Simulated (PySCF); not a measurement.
One molecule, one basis, several functionals.

Methylenecyclopropane, C4H6.
SMILES: `C=C1CC1`

PySCF, def2-SVPD basis, density fitting, gas phase, PBE0-D3(BJ)/def2-SVP geometry; singlet excitations by full TDDFT with frozen cores, triplets by Tamm–Dancoff TDDFT and ionisation energies by ΔSCF, from the lowest of the holes tried. One functional is left out:

```
functional  exact exchange (%)  HOMO energy (eV)  LUMO energy (eV)  lowest singlet excitation (eV)  lowest triplet excitation (eV)  mean polarisability (au)  vertical ionisation energy (eV)
       LDA                   0             -6.44             -1.12                            6.20                            4.62                      50.9                             9.96
       PBE                   0             -6.29             -0.94                            6.26                            4.36                      50.3                             9.69
     B3LYP                  20             -7.20             -0.17                            6.52                            4.33                      49.6                             9.71
 BHandHLYP                  50             -8.40              1.14                            6.92                            4.19                      48.5                             9.47
```

**Question.** Predict the row of PBE0 (25 % exact exchange) by straight lines through the other rows, and check it.

**Answer.** 
```tsv
property	line	computed	computed − line	B3LYP (20 %), for comparison
HOMO energy (eV)	-7.39	-7.42	-0.03	-7.20
LUMO energy (eV)	0.05	0.07	+0.02	-0.17
lowest singlet excitation (eV)	6.58	6.61	+0.03	6.52
lowest triplet excitation (eV)	4.33	4.25	-0.08	4.33
mean polarisability (au)	49.5	49.0	-0.5	49.6
vertical ionisation energy (eV)	9.65	9.65	0.00	9.71
```
